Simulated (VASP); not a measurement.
# AlAs (F-43m) in VASP: notebook

One crystal, AlAs, is run at these levels: PBE, LDA, r2SCAN; tasks: relaxation of cell and atoms.

All numbers are computed with VASP 6.6.1; they aren't measurements. Logs are shortened: lines on timing, memory, paths and dates and some standing lists are left out, and cuts for length are marked.

## Step 1: The crystal as given

It takes space group F-43m (No. 216, cubic). Conventional cell: a = 5.661 Å, b = 5.661 Å, c = 5.661 Å, α = 90.00°, β = 90.00°, γ = 90.00°. Around Al (site symmetry -43m) lie 4 As at 2.45 Å. Around As (site symmetry -43m) lie 4 Al at 2.45 Å.

## Step 2: Relaxation of cell and atoms, PBE

INCAR reads:

```
SYSTEM = AlAs
ALGO = Normal
EDIFF = 1E-6
EDIFFG = -0.01
ENCUT = 600
GGA = PE
IBRION = 2
ISIF = 3
ISMEAR = 0
LASPH = .True.
LCHARG = .False.
LREAL = .False.
LWAVE = .False.
NELM = 80
NSW = 90
PREC = Accurate
SIGMA = 0.03
```

KPOINTS reads:

```
k-points
0
Gamma
  10 10 10
  0 0 0
```

POSCAR reads:

```
AlAs
1.0
    0.0000000000      2.8304000000      2.8304000000
    2.8304000000      0.0000000000      2.8304000000
    2.8304000000      2.8304000000      0.0000000000
Al As
1 1
Direct
    0.0000000000      0.0000000000      0.0000000000
    0.2500000000      0.2500000000      0.2500000000
```

Potentials or basis: VASP PAW PBE potentials, release 64 (Al, As).

Run with:

```
> cat potpaw_PBE.64/Al/POTCAR potpaw_PBE.64/As/POTCAR > POTCAR
> mpirun -np 1 vasp_std > vasp.out
```

OUTCAR:

```text
SYSTEM = AlAs
   EDIFF = 1E-6
   EDIFFG = -0.01
   ENCUT = 600
   GGA = PE
   IBRION = 2
   ISIF = 3
   ISMEAR = 0
   LASPH = .True.
   LREAL = .False.
   NELM = 80
   NSW = 90
   PREC = Accurate

 ion  position               nearest neighbor table
   1  0.000  0.000  0.000-   2 2.45   2 2.45   2 2.45   2 2.45
   2  0.250  0.250  0.250-   1 2.45   1 2.45   1 2.45   1 2.45

  LATTYP: Found a face centered cubic cell.
 ALAT       =     5.6608000000

  Lattice vectors:

 A1 = (   0.0000000000,   2.8304000000,   2.8304000000)
 A2 = (   2.8304000000,   0.0000000000,   2.8304000000)
 A3 = (   2.8304000000,   2.8304000000,   0.0000000000)

Analysis of symmetry for initial positions (statically):
=====================================================================
 Subroutine PRICEL returns:
 Original cell was already a primitive cell.

 Routine SETGRP: Setting up the symmetry group for a
 face centered cubic supercell.

 Subroutine GETGRP returns: Found 24 space group operations
 (whereof 24 operations were pure point group operations)
 out of a pool of 48 trial point group operations.

The static configuration has the point symmetry T_d .

Analysis of symmetry for dynamics (positions and initial velocities):
=====================================================================
 Subroutine PRICEL returns:
 Original cell was already a primitive cell.

 Routine SETGRP: Setting up the symmetry group for a
 face centered cubic supercell.

 Subroutine GETGRP returns: Found 24 space group operations
 (whereof 24 operations were pure point group operations)
 out of a pool of 48 trial point group operations.

The dynamic configuration has the point symmetry T_d .

 Subroutine INISYM returns: Found 24 space group operations
 (whereof 24 operations are pure point group operations),
 and found     1 'primitive' translations

----------------------------------------------------------------------------------------

                                     Primitive cell

  volume of cell :      45.3496

  direct lattice vectors                    reciprocal lattice vectors
     0.000000000  2.830400000  2.830400000    -0.176653477  0.176653477  0.176653477
     2.830400000  0.000000000  2.830400000     0.176653477 -0.176653477  0.176653477
     2.830400000  2.830400000  0.000000000     0.176653477  0.176653477 -0.176653477

  length of vectors
     4.002790067  4.002790067  4.002790067     0.305972797  0.305972797  0.305972797

  position of ions in fractional coordinates (direct lattice)
     0.000000000  0.000000000  0.000000000
     0.250000000  0.250000000  0.250000000

  ion indices of the primitive-cell ions
   primitive index   ion index
                 1           1
                 2           2

----------------------------------------------------------------------------------------

 KPOINTS: k-points

Automatic generation of k-mesh.
 Grid dimensions read from file:
 generate k-points for:   10   10   10

 Generating k-lattice:

  Cartesian coordinates                     Fractional coordinates (reciprocal lattice)
    -0.017665348  0.017665348  0.017665348     0.100000000  0.000000000  0.000000000
     0.017665348 -0.017665348  0.017665348     0.000000000  0.100000000  0.000000000
     0.017665348  0.017665348 -0.017665348     0.000000000  0.000000000  0.100000000

  Length of vectors
     0.030597280  0.030597280  0.030597280

  Shift w.r.t. Gamma in fractional coordinates (k-lattice)
     0.000000000  0.000000000  0.000000000

 Subroutine IBZKPT returns following result:
 ===========================================

 Found     47 irreducible k-points:

 Following reciprocal coordinates:
            Coordinates               Weight
  0.000000  0.000000  0.000000      1.000000
  0.100000  0.000000  0.000000      8.000000
  0.200000  0.000000  0.000000      8.000000
  0.300000  0.000000  0.000000      8.000000
  0.400000  0.000000  0.000000      8.000000
  0.500000  0.000000  0.000000      4.000000
[... 16 lines left out ...]
  0.300000  0.300000  0.000000      6.000000
  0.400000  0.300000  0.000000     24.000000
 [... further k-points ...]
   k-points           NKPTS =     47   k-points in BZ     NKDIM =     47   number of bands    NBANDS=      8
   number of dos      NEDOS =    301   number of ions     NIONS =      2
   total plane-waves  NPLWV =  32768
   dimension x,y,z NGX =    32 NGY =   32 NGZ =   32
   dimension x,y,z NGXF=    64 NGYF=   64 NGZF=   64
   ions per type =               1   1
   NGX,Y,Z   is equivalent  to a cutoff of  13.29, 13.29, 13.29 a.u.
   NGXF,Y,Z  is equivalent  to a cutoff of  26.58, 26.58, 26.58 a.u.
 SYSTEM =  AlAs
   PREC   = accura    normal or accurate (medium, high low for compatibility)
   ISTART =      0    job   : 0-new  1-cont  2-samecut
   ICHARG =      2    charge: 1-file 2-atom 10-const
   ISPIN  =      1    spin polarized calculation?
   LNONCOLLINEAR =      F non collinear calculations
   LSORBIT =      F    spin-orbit coupling
   LASPH  =      T    aspherical Exc in radial PAW
   ENCUT  =  600.0 eV  44.10 Ry    6.64 a.u.   7.99  7.99  7.99*2*pi/ulx,y,z
   NELM   =     80;   NELMIN=  2; NELMDL= -5     # of ELM steps
   EDIFF  = 0.1E-05   stopping-criterion for ELM
   LREAL  =      F    real-space projection
   EDIFFG = -.1E-01   stopping-criterion for IOM
   NSW    =     90    number of steps for IOM
   IBRION =      2    ionic relax: 0-MD 1-quasi-New 2-CG
   NFREE  =      1    steps in history (QN), initial steepest desc. (CG)
   ISIF   =      3    stress and relaxation
   ISYM   =      2    0-nonsym 1-usesym 2-fastsym
   POTIM  = 0.5000    time-step for ionic-motion
   TEBEG  =    0.0;   TEEND  =   0.0 temperature during run
   PSTRESS=    0.0 pullay stress
   NELECT =       8.0000    total number of electrons
   NUPDOWN=      -1.0000    fix difference up-down
   EMIN   =  10.00;   EMAX   =-10.00  energy-range for DOS
   EFERMI =   0.00;   METHOD = LEGACY
   ISMEAR =     0;   SIGMA  =   0.03  broadening in eV -4-tet -1-fermi 0-gaus
   EFERMI_NEDOS =   21; number of points for ismear=-14 and -15
   IALGO  =     38    algorithm
   IMIX   =      4    mixing-type and parameters
     AMIX     =   0.40;   BMIX     =  1.00
     AMIX_MAG =   1.60;   BMIX_MAG =  1.00
  volume/ion in A,a.u.               =      22.67       153.02
  Fermi-wavevector in a.u.,A,eV,Ry     =   0.918150  1.735052 11.469706  0.843000
  Thomas-Fermi vector in A             =   2.043199
   LORBIT       =      0    0 simple, 1 ext, 2 COOP (PROOUT), +10 PAW based schemes
   GGA     = PE    functional components
   LHFCALC =     F    Hartree Fock is set to
   AEXX    =    0.0000 exact exchange contribution
   IVDW    =     0    specifies the selected vdW correction
   LEPSILON=     F    determine dielectric tensor
   LRPA    =     F    only Hartree local field effects (RPA)
 conjugate gradient relaxation of ions
 non-spin polarized calculation
 Gauss-broadening in eV      SIGMA  =   0.03
  energy-cutoff  :      600.00
  volume of cell :       45.35
 maximum number of plane-waves:      1528
   NGX = 15   NGY = 15   NGZ = 15

--------------------------------------- Ionic step        1  -------------------------------------------

 number of electron       8.0000001 magnetization

 Free energy of the ion-electron system (eV)
  ---------------------------------------------------
  ext. energy  EPLUGINS =         0.00000000
  ---------------------------------------------------
  free energy    TOTEN  =        -9.37486344 eV

  energy without entropy =       -9.37486344  energy(sigma->0) =       -9.37486344

 E-fermi :   4.0245     XC(G=0):  -9.0421

 val. band max:        3.8883200544   @ k =   0.0000   0.0000   0.0000
 cond. band min:       5.3237305022   @ k =   0.5000   0.5000   0.0000
 fundamental gap:      1.4354104478
 Fermi energy:         4.0244950299

 k-point     1 :       0.0000    0.0000    0.0000
  band No.  band energies     occupation
      1      -7.9765      2.00000
      2       3.8883      2.00000
      3       3.8883      2.00000
      4       3.8883      2.00000
      5       5.9497      0.00000
      6       8.1763      0.00000
      7       8.1763      0.00000
      8       8.1763      0.00000

 k-point     2 :       0.1000    0.0000    0.0000
  band No.  band energies     occupation
      1      -7.8780      2.00000
      2       2.8563      2.00000
      3       3.7807      2.00000
      4       3.7807      2.00000
      5       6.5841      0.00000
      6       8.3682      0.00000
      7       8.3682      0.00000
      8       8.3835      0.00000

 k-point     3 :       0.2000    0.0000    0.0000
  band No.  band energies     occupation
      1      -7.5957      2.00000
      2       1.2633      2.00000
      3       3.5382      2.00000
      4       3.5382      2.00000
      5       6.6543      0.00000
      6       8.7162      0.00000
      7       8.7162      0.00000
      8       9.5720      0.00000
[... 280 lines left out ...]
 VOLUME and BASIS-vectors are now :
 -----------------------------------------------------------------------------
  energy-cutoff  :      600.00
  volume of cell :       47.98
      direct lattice vectors                 reciprocal lattice vectors
    -0.000000000  2.884113721  2.884113721    -0.173363483  0.173363483  0.173363483
     2.884113721  0.000000000  2.884113721     0.173363483 -0.173363483  0.173363483
     2.884113721  2.884113721 -0.000000000     0.173363483  0.173363483 -0.173363483

 POSITION                                       TOTAL-FORCE (eV/Angst)
 -----------------------------------------------------------------------------------
      0.00000      0.00000      0.00000        -0.000000     -0.000000     -0.000000
      1.44206      1.44206      1.44206         0.000000      0.000000      0.000000
 -----------------------------------------------------------------------------------
    total drift:                               -0.000000     -0.000000     -0.000000

  FREE ENERGIE OF THE ION-ELECTRON SYSTEM (eV)
  ---------------------------------------------------
  free  energy   TOTEN  =        -9.3861735487 eV

  energy  without entropy=       -9.3861735487  energy(sigma->0) =       -9.38617355

--------------------------------------- Ionic step        3  -------------------------------------------

 number of electron       8.0000000 magnetization

 Free energy of the ion-electron system (eV)
  ---------------------------------------------------
  ext. energy  EPLUGINS =         0.00000000
  ---------------------------------------------------
  free energy    TOTEN  =        -9.38950399 eV

  energy without entropy =       -9.38950399  energy(sigma->0) =       -9.38950399

 E-fermi :   3.7244     XC(G=0):  -8.8953

 val. band max:        3.5722618160   @ k =   0.0000   0.0000   0.0000
 cond. band min:       5.0716750763   @ k =   0.5000   0.5000   0.0000
 fundamental gap:      1.4994132603
 Fermi energy:         3.7244103079

 k-point     1 :       0.0000    0.0000    0.0000
  band No.  band energies     occupation
      1      -8.0850      2.00000
      2       3.5723      2.00000
      3       3.5723      2.00000
      4       3.5723      2.00000
      5       5.3358      0.00000
      6       7.7957      0.00000
      7       7.7957      0.00000
      8       7.7957      0.00000

 k-point     2 :       0.1000    0.0000    0.0000
  band No.  band energies     occupation
      1      -7.9913      2.00000
      2       2.5328      2.00000
      3       3.4688      2.00000
      4       3.4688      2.00000
      5       6.0126      0.00000
      6       7.9729      0.00000
      7       7.9806      0.00000
      8       7.9806      0.00000

 k-point     3 :       0.2000    0.0000    0.0000
  band No.  band energies     occupation
      1      -7.7234      2.00000
      2       0.9850      2.00000
      3       3.2346      2.00000
      4       3.2346      2.00000
      5       6.1586      0.00000
      6       8.3224      0.00000
      7       8.3224      0.00000
      8       9.0590      0.00000
[... 244 lines left out ...]
 VOLUME and BASIS-vectors are now :
 -----------------------------------------------------------------------------
  energy-cutoff  :      600.00
  volume of cell :       47.10
      direct lattice vectors                 reciprocal lattice vectors
    -0.000000000  2.866336266  2.866336266    -0.174438710  0.174438710  0.174438710
     2.866336266  0.000000000  2.866336266     0.174438710 -0.174438710  0.174438710
     2.866336266  2.866336266 -0.000000000     0.174438710  0.174438710 -0.174438710

 POSITION                                       TOTAL-FORCE (eV/Angst)
 -----------------------------------------------------------------------------------
      0.00000      0.00000      0.00000        -0.000000      0.000000      0.000000
      1.43317      1.43317      1.43317         0.000000      0.000000     -0.000000
 -----------------------------------------------------------------------------------
    total drift:                               -0.000000     -0.000000     -0.000000

  FREE ENERGIE OF THE ION-ELECTRON SYSTEM (eV)
  ---------------------------------------------------
  free  energy   TOTEN  =        -9.3895039918 eV

  energy  without entropy=       -9.3895039918  energy(sigma->0) =       -9.38950399

 reached required accuracy - stopping structural energy minimisation
```

Wall time 37 s (1 thread of AMD EPYC 7R13 (Zen 3), shared host); peak memory 0.17 GiB.

What came out:

* Free energy: -9.3895 eV
* Relaxed volume: 23.55 Å³/atom
* Relaxed cell: a = 4.054 Å, b = 4.054 Å, c = 4.054 Å, α = 60.00°, β = 60.00°, γ = 60.00°
* Space group after relaxing (to 0.05 Å): F-43m (No. 216)
* Energy gained by relaxing: 7.3 meV/atom
* Ionic steps: 3
* Pressure after relaxing: 0.0 GPa
* Band gap on the k mesh: 1.50 eV, indirect (least direct gap 1.76 eV)

Step by step:
| step | energy change (eV) | largest force (eV/Å) | pressure (GPa) | volume (Å³) |
| --- | --- | --- | --- | --- |
| 1 | 0.0000 | 0.0000 | 2.78 | 45.35 |
| 2 | -0.0113 | 0.0000 | -1.19 | 47.98 |
| 3 | -0.0146 | 0.0000 | 0.01 | 47.10 |

Final structure:
```cif
data_structure
_symmetry_space_group_name_H-M 'P 1'
_symmetry_Int_Tables_number 1
_cell_length_a 4.0536
_cell_length_b 4.0536
_cell_length_c 4.0536
_cell_angle_alpha 60.000
_cell_angle_beta 60.000
_cell_angle_gamma 60.000
_cell_volume 47.10
loop_
_atom_site_label
_atom_site_type_symbol
_atom_site_fract_x
_atom_site_fract_y
_atom_site_fract_z
_atom_site_occupancy
Al1 Al 0.00000 0.00000 0.00000 1
As1 As 0.25000 0.25000 0.25000 1
```

[end of part 1 of 2]
